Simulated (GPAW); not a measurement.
## CdS (Hawleyite): dielectric tensor with LDA

The system is CdS (Hawleyite).

```
CELL_PARAMETERS angstrom
0.00000 2.91650 2.91650
2.91650 0.00000 2.91650
2.91650 2.91650 0.00000
ATOMIC_POSITIONS crystal
Cd 0.00000 0.00000 0.00000
S 0.75000 0.75000 0.75000
```

* Program: GPAW 26.7.0
* Task: dielectric tensor
* Functional: LDA
* Potentials or basis: the program's PAW data sets (release 1.2.1) made for this functional
* Cutoff: 400 eV
* Basis: pw
* k mesh: 6 × 6 × 6
* Occupations: fermi-dirac, width 0.001 eV
* Spin: no spin polarisation
* Response ecut: 80 eV
* Maxiter: 150
* Response k mesh: 20 × 20 × 20
* Response bands: 29
* Kernels: ["RPA"]
* Coarser k mesh: 20 × 20 × 20

| Item | Value |
| --- | --- |
| Band gap on the k mesh | 0.84 eV, direct |
| Electronic dielectric tensor (diagonal) | 6.48 |

Electronic dielectric tensor:
```
6.48 0.00 0.00
0.00 6.48 0.00
0.00 0.00 6.48
```

Wall time 4 min on 1 thread of Intel(R) Xeon(R) Processor @ 2.50GHz (Skylake/Cascade Lake), on a shared host, peak memory 0.46 GiB.

Caveat: the long-wavelength limit can be off by several per cent where d states take part. A hybrid or GW would open this gap; LDA tends to underestimate it.
